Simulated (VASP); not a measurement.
# Ge2Sb2Te5 (P-3m1) in VASP: reference runs

How does Ge2Sb2Te5 come out in PBE? The cell is run as given and disturbed.

All numbers are computed with VASP 6.6.1; they aren't measurements. Logs are shortened: lines on timing, memory, paths and dates and some standing lists are left out, and cuts for length are marked.

## (1) The structure

It takes space group P-3m1 (No. 164, trigonal). Conventional cell: a = 4.294 Å, b = 4.294 Å, c = 17.101 Å, α = 90.00°, β = 90.00°, γ = 120.00°. Around Te (site symmetry 3m) lie 3 Sb at 3.01 Å. Te (site symmetry 3m) is surrounded by 3 Ge at 3.00 Å and 3 Sb at 3.20 Å. Te (site symmetry -3m) is surrounded by 6 Ge at 3.04 Å. Sb (site symmetry 3m) has 6 Te at 3.01 to 3.20 Å as nearest neighbours. Around Ge (site symmetry 3m) lie 6 Te at 3.00 to 3.04 Å.

The cell comes from a database or a generator and needn't be the stable form of this composition.

## (2) Single point, PBE

Input file INCAR:

```
ALGO = Normal ; EDIFF = 1E-7
ENCUT = 520 ; GGA = PE
ISIF = 2 ; ISMEAR = -1
LASPH = True ; LCHARG = True
LELF = True ; LREAL = False
LVHAR = True ; LWAVE = False
NBANDS = 44 ; NELM = 60
PREC = Accurate ; SIGMA = 0.05
```

Input file KPOINTS:

```
k-points
0
Gamma
  7 7 2
```

Input file POSCAR:

```
Ge2Sb2Te5
1.0
    4.2940644248      0.0000000000      0.0000000000
   -2.1470322124      3.7187688774      0.0000000000
    0.0000000000      0.0000000000     17.1013460000
Te Sb Ge
5 2 2
Direct
    0.6666666667      0.3333333333      0.4198920000
    0.3333333333      0.6666666667      0.5801080000
    0.3333333333      0.6666666667      0.2015420000
    0.6666666667      0.3333333333      0.7984580000
    0.0000000000      0.0000000000      0.0000000000
    0.0000000000      0.0000000000      0.3200680000
    0.0000000000      0.0000000000      0.6799320000
    0.6666666667      0.3333333333      0.1028950000
    0.3333333333      0.6666666667      0.8971050000
```

Potentials or basis: VASP PAW PBE potentials, release 64 (Te, Sb, Ge_d).

Run with:

```
$ cat potpaw_PBE.64/Te/POTCAR potpaw_PBE.64/Sb/POTCAR potpaw_PBE.64/Ge_d/POTCAR > POTCAR
$ mpirun -np 1 vasp_std > vasp.out
```

OUTCAR:

```text
EDIFF = 1E-7
   ENCUT = 520
   GGA = PE
   ISIF = 2
   ISMEAR = -1
   LASPH = True
   LREAL = False
   NELM = 60
   PREC = Accurate

 ion  position               nearest neighbor table
   1  0.667  0.333  0.420-   6 3.01   6 3.01   6 3.01
   2  0.333  0.667  0.580-   7 3.01   7 3.01   7 3.01
   3  0.333  0.667  0.202-   8 3.00   8 3.00   8 3.00   6 3.20   6 3.20   6 3.20
   4  0.667  0.333  0.798-   9 3.00   9 3.00   9 3.00   7 3.20   7 3.20   7 3.20
   5  0.000  0.000  0.000-   8 3.04   9 3.04   8 3.04   9 3.04   8 3.04   9 3.04
   6  0.000  0.000  0.320-   1 3.01   1 3.01   1 3.01   3 3.20   3 3.20   3 3.20
   7  0.000  0.000  0.680-   2 3.01   2 3.01   2 3.01   4 3.20   4 3.20   4 3.20
   8  0.667  0.333  0.103-   3 3.00   3 3.00   3 3.00   5 3.04   5 3.04   5 3.04
   9  0.333  0.667  0.897-   4 3.00   4 3.00   4 3.00   5 3.04   5 3.04   5 3.04

  LATTYP: Found a hexagonal cell.
 ALAT       =     4.2940644248
 C/A-ratio  =     3.9825545936

  Lattice vectors:

 A1 = (   4.2940644248,   0.0000000000,   0.0000000000)
 A2 = (  -2.1470322124,   3.7187688774,   0.0000000000)
 A3 = (   0.0000000000,   0.0000000000,  17.1013460000)

Analysis of symmetry for initial positions (statically):
=====================================================================
 Subroutine PRICEL returns:
 Original cell was already a primitive cell.

 Routine SETGRP: Setting up the symmetry group for a
 hexagonal supercell.

 Subroutine GETGRP returns: Found 12 space group operations
 (whereof 12 operations were pure point group operations)
 out of a pool of 24 trial point group operations.

The static configuration has the point symmetry D_3d.

Analysis of symmetry for dynamics (positions and initial velocities):
=====================================================================
 Subroutine PRICEL returns:
 Original cell was already a primitive cell.

 Routine SETGRP: Setting up the symmetry group for a
 hexagonal supercell.

 Subroutine GETGRP returns: Found 12 space group operations
 (whereof 12 operations were pure point group operations)
 out of a pool of 24 trial point group operations.

The dynamic configuration has the point symmetry D_3d.

 Subroutine INISYM returns: Found 12 space group operations
 (whereof 12 operations are pure point group operations),
 and found     1 'primitive' translations

----------------------------------------------------------------------------------------

                                     Primitive cell

  volume of cell :     273.0851

  direct lattice vectors                    reciprocal lattice vectors
     4.294064425  0.000000000  0.000000000     0.232879599  0.134453099  0.000000000
    -2.147032212  3.718768877  0.000000000     0.000000000  0.268906198  0.000000000
     0.000000000  0.000000000 17.101346000     0.000000000  0.000000000  0.058474929

  length of vectors
     4.294064425  4.294064425 17.101346000     0.268906198  0.268906198  0.058474929

  position of ions in fractional coordinates (direct lattice)
     0.666666667  0.333333333  0.419892000
     0.333333333  0.666666667  0.580108000
     0.333333333  0.666666667  0.201542000
     0.666666667  0.333333333  0.798458000
     0.000000000  0.000000000  0.000000000
     0.000000000  0.000000000  0.320068000
     0.000000000  0.000000000  0.679932000
     0.666666667  0.333333333  0.102895000
     0.333333333  0.666666667  0.897105000

  ion indices of the primitive-cell ions
   primitive index   ion index
                 1           1
                 2           2
                 3           3
                 4           4
                 5           5
                 6           6
                 7           7
                 8           8
                 9           9

----------------------------------------------------------------------------------------

 KPOINTS: k-points

Automatic generation of k-mesh.
 Grid dimensions read from file:
 generate k-points for:    7    7    2

 Generating k-lattice:

  Cartesian coordinates                     Fractional coordinates (reciprocal lattice)
     0.033268514  0.019207586  0.000000000     0.142857143  0.000000000  0.000000000
     0.000000000  0.038415171  0.000000000     0.000000000  0.142857143  0.000000000
     0.000000000  0.000000000  0.029237465     0.000000000  0.000000000  0.500000000

  Length of vectors
     0.038415171  0.038415171  0.029237465

  Shift w.r.t. Gamma in fractional coordinates (k-lattice)
     0.000000000  0.000000000  0.000000000

 Subroutine IBZKPT returns following result:
 ===========================================

 Found     16 irreducible k-points:

 Following reciprocal coordinates:
            Coordinates               Weight
  0.000000  0.000000  0.000000      1.000000
  0.142857  0.000000  0.000000      6.000000
  0.285714  0.000000  0.000000      6.000000
  0.428571 -0.000000  0.000000      6.000000
  0.142857  0.142857  0.000000      6.000000
  0.285714  0.142857  0.000000     12.000000
[... 8 lines left out ...]
  0.428571  0.142857  0.500000      6.000000
  0.285714  0.285714  0.500000      6.000000
   k-points           NKPTS =     16   k-points in BZ     NKDIM =     16   number of bands    NBANDS=     44
   number of dos      NEDOS =    301   number of ions     NIONS =      9
   total plane-waves  NPLWV = 131072
   dimension x,y,z NGX =    32 NGY =   32 NGZ =  128
   dimension x,y,z NGXF=    64 NGYF=   64 NGZF=  256
   ions per type =               5   2   2
   NGX,Y,Z   is equivalent  to a cutoff of  12.39, 12.39, 12.44 a.u.
   NGXF,Y,Z  is equivalent  to a cutoff of  24.78, 24.78, 24.89 a.u.
 SYSTEM =  unknown system
   PREC   = accura    normal or accurate (medium, high low for compatibility)
   ISTART =      0    job   : 0-new  1-cont  2-samecut
   ICHARG =      2    charge: 1-file 2-atom 10-const
   ISPIN  =      1    spin polarized calculation?
   LNONCOLLINEAR =      F non collinear calculations
   LSORBIT =      F    spin-orbit coupling
   LASPH  =      T    aspherical Exc in radial PAW
   ENCUT  =  520.0 eV  38.22 Ry    6.18 a.u.   7.98  7.98 31.80*2*pi/ulx,y,z
   NELM   =     60;   NELMIN=  2; NELMDL= -5     # of ELM steps
   EDIFF  = 0.1E-06   stopping-criterion for ELM
   LREAL  =      F    real-space projection
   EDIFFG = 0.1E-05   stopping-criterion for IOM
   NSW    =      0    number of steps for IOM
   IBRION =     -1    ionic relax: 0-MD 1-quasi-New 2-CG
   NFREE  =      0    steps in history (QN), initial steepest desc. (CG)
   ISIF   =      2    stress and relaxation
   ISYM   =      2    0-nonsym 1-usesym 2-fastsym
   POTIM  = 0.5000    time-step for ionic-motion
   TEBEG  =    0.0;   TEEND  =   0.0 temperature during run
   PSTRESS=    0.0 pullay stress
   NELECT =      68.0000    total number of electrons
   NUPDOWN=      -1.0000    fix difference up-down
   EMIN   =  10.00;   EMAX   =-10.00  energy-range for DOS
   EFERMI =   0.00;   METHOD = LEGACY
   ISMEAR =    -1;   SIGMA  =   0.05  broadening in eV -4-tet -1-fermi 0-gaus
   EFERMI_NEDOS =   21; number of points for ismear=-14 and -15
   IALGO  =     38    algorithm
   IMIX   =      4    mixing-type and parameters
     AMIX     =   0.40;   BMIX     =  1.00
     AMIX_MAG =   1.60;   BMIX_MAG =  1.00
  volume/ion in A,a.u.               =      30.34       204.76
  Fermi-wavevector in a.u.,A,eV,Ry     =   1.029940  1.946304 14.432730  1.060776
  Thomas-Fermi vector in A             =   2.164013
   LORBIT       =      0    0 simple, 1 ext, 2 COOP (PROOUT), +10 PAW based schemes
   GGA     = PE    functional components
   LHFCALC =     F    Hartree Fock is set to
   AEXX    =    0.0000 exact exchange contribution
   IVDW    =     0    specifies the selected vdW correction
   LEPSILON=     F    determine dielectric tensor
   LRPA    =     F    only Hartree local field effects (RPA)
 non-spin polarized calculation
  energy-cutoff  :      520.00
  volume of cell :      273.09
 maximum number of plane-waves:      7382
 NGX is ok and might be reduce to    32
   NGX = 15   NGY = 15   NGZ = 63

 number of electron      67.9999999 magnetization

 Free energy of the ion-electron system (eV)
  ---------------------------------------------------
  ext. energy  EPLUGINS =         0.00000000
  ---------------------------------------------------
  free energy    TOTEN  =       -33.96743477 eV

  energy without entropy =      -33.96627383  energy(sigma->0) =      -33.96685430

 E-fermi :   6.3357     XC(G=0):  -9.4255

 val. band max:        6.2302670728   @ k =   0.0000   0.0000   0.0000
 cond. band min:       6.5004204434   @ k =   0.0000   0.0000   0.0000
 fundamental gap:      0.2701533706
 Fermi energy:         6.3356776109

 k-point     1 :       0.0000    0.0000    0.0000
  band No.  band energies     occupation
      1     -18.7382      2.00000
      2     -18.7382      2.00000
      3     -18.7376      2.00000
      4     -18.7376      2.00000
      5     -18.7337      2.00000
      6     -18.7334      2.00000
[... 36 lines left out ...]
     43       7.8720      0.00000
     44       8.9414      0.00000

 k-point     2 :       0.1429    0.0000    0.0000
  band No.  band energies     occupation
      1     -18.7386      2.00000
      2     -18.7380      2.00000
      3     -18.7379      2.00000
      4     -18.7374      2.00000
      5     -18.7335      2.00000
      6     -18.7333      2.00000
[... 36 lines left out ...]
     43       8.6899      0.00000
     44       9.1753      0.00000

 k-point     3 :       0.2857    0.0000    0.0000
  band No.  band energies     occupation
      1     -18.7397      2.00000
      2     -18.7386      2.00000
      3     -18.7379      2.00000
      4     -18.7370      2.00000
      5     -18.7336      2.00000
      6     -18.7328      2.00000
[... 36 lines left out ...]
     43       9.5387      0.00000
     44       9.6007      0.00000

 k-point     4 :       0.4286   -0.0000    0.0000
  band No.  band energies     occupation
      1     -18.7405      2.00000
      2     -18.7392      2.00000
      3     -18.7378      2.00000
      4     -18.7367      2.00000
      5     -18.7338      2.00000
      6     -18.7328      2.00000
[... 506 lines left out ...]
     43       9.6743      0.00000
     44       9.7959      0.00000

 k-point    15 :       0.4286    0.1429    0.5000
  band No.  band energies     occupation
      1     -18.7403      2.00000
      2     -18.7391      2.00000
      3     -18.7381      2.00000
      4     -18.7370      2.00000
      5     -18.7335      2.00000
      6     -18.7325      2.00000
[... 36 lines left out ...]
     43       9.7525      0.00000
     44      10.0688      0.00000

 k-point    16 :       0.2857    0.2857    0.5000
  band No.  band energies     occupation
      1     -18.7397      2.00000
      2     -18.7390      2.00000
      3     -18.7384      2.00000
      4     -18.7374      2.00000
      5     -18.7328      2.00000
      6     -18.7327      2.00000
[... 36 lines left out ...]
     43       9.8803      0.00000
     44      10.7049      0.00000

------------------------ aborting loop because EDIFF is reached ----------------------------------------

  FORCE on cell =-STRESS in cart. coord.  units (eV):
  Direction    XX          YY          ZZ          XY          YZ          ZX
  --------------------------------------------------------------------------------------
  -------------------------------------------------------------------------------------
  Total        0.5217141      0.5217141      0.5875293      0.0000000      0.0000000      0.0000000
  in kB        3.0608715      3.0608715      3.4470066      0.0000000      0.0000000      0.0000000
  external PRESSURE =       3.1895832 kB  Pullay stress =       0.0000000 kB

 VOLUME and BASIS-vectors are now :
 -----------------------------------------------------------------------------
  energy-cutoff  :      520.00
  volume of cell :      273.09
      direct lattice vectors                 reciprocal lattice vectors
     4.294064425  0.000000000  0.000000000     0.232879599  0.134453099  0.000000000
    -2.147032212  3.718768877  0.000000000     0.000000000  0.268906198  0.000000000
     0.000000000  0.000000000 17.101346000     0.000000000  0.000000000  0.058474929

 POSITION                                       TOTAL-FORCE (eV/Angst)
 -----------------------------------------------------------------------------------
      2.14703      1.23959      7.18072         0.000000     -0.000000     -0.034392
     -0.00000      2.47918      9.92063        -0.000000      0.000000      0.034392
     -0.00000      2.47918      3.44664        -0.000000     -0.000000     -0.032450
      2.14703      1.23959     13.65471         0.000000      0.000000      0.032450
      0.00000      0.00000      0.00000        -0.000000      0.000000      0.000000
      0.00000      0.00000      5.47359        -0.000000      0.000000     -0.087709
      0.00000      0.00000     11.62775        -0.000000      0.000000      0.087709
      2.14703      1.23959      1.75964         0.000000     -0.000000     -0.090944
     -0.00000      2.47918     15.34170        -0.000000      0.000000      0.090944
 -----------------------------------------------------------------------------------
    total drift:                               -0.000000      0.000000     -0.000000

  FREE ENERGIE OF THE ION-ELECTRON SYSTEM (eV)
  ---------------------------------------------------
  free  energy   TOTEN  =       -33.9674347661 eV

  energy  without entropy=      -33.9662738285  energy(sigma->0) =      -33.96685430
```

It took 3.5 min on 1 thread of AMD EPYC 9R45 (Zen 5), shared host; peak memory 0.42 GiB.

Results:

```
Free energy            : -33.9674 eV
Pressure               : 0.3 GPa
Largest force          : 0.091 eV/Å
Band gap on the k mesh : 0.27 eV, direct
```

Forces on the atoms (eV/Å):
```
Te   0.000  0.000 -0.034
Te   0.000  0.000  0.034
Te   0.000  0.000 -0.032
Te   0.000  0.000  0.032
Te   0.000  0.000  0.000
Sb   0.000  0.000 -0.088
Sb   0.000  0.000  0.088
Ge   0.000  0.000 -0.091
Ge   0.000  0.000  0.091
```

Caveat: spin-orbit coupling is left out, which moves the levels of the heavy elements; an odd mesh through Γ misses points on the zone boundary, where band edges often lie.

## (3) Single point, PBE (atoms moved at random, drawn with an rms of 0.05 Å)

Input file INCAR:

```
SYSTEM = Ge2Sb2Te5
  PREC = Accurate
  ENCUT = 520
  EDIFF = 1E-7
  ISMEAR = -1
  SIGMA = 0.05
  LREAL = .FALSE.
  LASPH = .TRUE.
  NELM = 80
  ALGO = Normal
  ISIF = 2
  LWAVE = .FALSE.
  LCHARG = .TRUE.
  GGA = PE
  LELF = .TRUE.
  LVHAR = .TRUE.
  NBANDS = 44
```

Input file KPOINTS:

```
regular mesh
0
G
  7 7 2
  0 0 0
```

Input file POSCAR:

```
Ge2Sb2Te5
1.0
    4.2940644248      0.0000000000      0.0000000000
   -2.1470322124      3.7187688774      0.0000000000
    0.0000000000      0.0000000000     17.1013460000
Te Sb Ge
5 2 2
Direct
    0.6562660000      0.3301960000      0.4210580000
    0.3232060000      0.6703040000      0.5795500000
    0.3344430000      0.6798990000      0.2035310000
    0.6645560000      0.3416920000      0.7979830000
   -0.0123470000     -0.0115810000     -0.0012600000
    0.0045150000      0.0130290000      0.3197990000
   -0.0021110000     -0.0054360000      0.6806000000
    0.6564150000      0.3344940000      0.1015940000
    0.3187400000      0.6532750000      0.8970460000
```

Potentials or basis: VASP PAW PBE potentials, release 64 (Te, Sb, Ge_d).

Run with:

```
$ cat potpaw_PBE.64/Te/POTCAR potpaw_PBE.64/Sb/POTCAR potpaw_PBE.64/Ge_d/POTCAR > POTCAR
$ mpirun -np 1 vasp_std > vasp.out
```

OUTCAR:

```text
SYSTEM = Ge2Sb2Te5
   PREC = Accurate
   ENCUT = 520
   EDIFF = 1E-7
   ISMEAR = -1
   LREAL = .FALSE.
   LASPH = .TRUE.
   NELM = 80
   ISIF = 2
   GGA = PE

 ion  position               nearest neighbor table
   1  0.656  0.330  0.421-   6 2.98   6 3.02   6 3.07   2 3.66   2 3.67
   2  0.323  0.670  0.580-   7 2.97   7 3.05   7 3.05   1 3.66   1 3.67
   3  0.334  0.680  0.204-   8 2.99   8 3.03   8 3.07   6 3.17   6 3.18   6 3.19
   4  0.665  0.342  0.798-   9 2.97   9 2.98   9 3.07   7 3.15   7 3.19   7 3.23
   5  0.988  0.988  0.999-   8 3.00   9 3.02   9 3.03   9 3.04   8 3.05   8 3.07
   6  0.005  0.013  0.320-   1 2.98   1 3.02   1 3.07   3 3.17   3 3.18   3 3.19
[... 1347 lines left out ...]
  external PRESSURE =       2.4352013 kB  Pullay stress =       0.0000000 kB

 VOLUME and BASIS-vectors are now :
 -----------------------------------------------------------------------------
  energy-cutoff  :      520.00
  volume of cell :      273.09
      direct lattice vectors                 reciprocal lattice vectors
     4.294064425  0.000000000  0.000000000     0.232879599  0.134453099  0.000000000
    -2.147032212  3.718768877  0.000000000     0.000000000  0.268906198  0.000000000
     0.000000000  0.000000000 17.101346000     0.000000000  0.000000000  0.058474929

 POSITION                                       TOTAL-FORCE (eV/Angst)
 -----------------------------------------------------------------------------------
      2.10911      1.22792      7.20066         0.073412      0.192577     -0.135779
     -0.05130      2.49271      9.91109         0.139567     -0.045500      0.137530
     -0.02365      2.52839      3.48065        -0.039894     -0.144526     -0.239137
      2.12002      1.27067     13.64658        -0.030071     -0.152665      0.099260
      2.11888      3.67570     17.07980        -0.039444      0.190505      0.087918
     -0.00859      0.04845      5.46899        -0.069803     -0.124541      0.084191
      2.14964      3.69855     11.63918        -0.121218      0.065017     -0.076362
      2.10052      1.24391      1.73739         0.047596     -0.015068      0.017588
     -0.03391      2.42938     15.34069         0.039855      0.034201      0.024791
 -----------------------------------------------------------------------------------
    total drift:                               -0.000129      0.000137     -0.000250

  FREE ENERGIE OF THE ION-ELECTRON SYSTEM (eV)
  ---------------------------------------------------
  free  energy   TOTEN  =       -33.9380158382 eV

  energy  without entropy=      -33.9366565772  energy(sigma->0) =      -33.93733621
```

Run time: 13 min. Hardware: 1 thread of AMD EPYC 9R45 (Zen 5), shared host; peak memory 0.68 GiB.

Results:

- Free energy: -33.9380 eV
- Pressure: 0.2 GPa
- Largest force: 0.282 eV/Å
- Band gap on the k mesh: 0.20 eV, direct

Forces on the atoms (eV/Å):
```
Te   0.073  0.193 -0.136
Te   0.140 -0.045  0.138
Te  -0.040 -0.145 -0.239
Te  -0.030 -0.153  0.099
Te  -0.039  0.191  0.088
Sb  -0.070 -0.125  0.084
Sb  -0.121  0.065 -0.076
Ge   0.048 -0.015  0.018
Ge   0.040  0.034  0.025
```

Stress tensor (GPa, compression positive):
```
 0.33 -0.03 -0.06
-0.03  0.19  0.18
-0.06  0.18  0.21
```

Levels at points of the mesh, in eV from the valence-band top:
```tsv
k point	band 30	band 31	band 32	band 33	band 34	band 35	band 36	band 37	band 38	band 39
(0.00, 0.00, 0.00)	-1.28	-1.24	-1.15	-0.84	0.00	0.20	0.28	0.30	0.87	0.97
(0.00, 0.00, 0.50)	-1.40	-1.36	-1.33	-0.69	-0.17	0.41	0.46	0.57	0.58	0.66
```

Caveat: spin-orbit coupling is left out, which moves the levels of the heavy elements; an odd mesh through Γ misses points on the zone boundary, where band edges often lie.
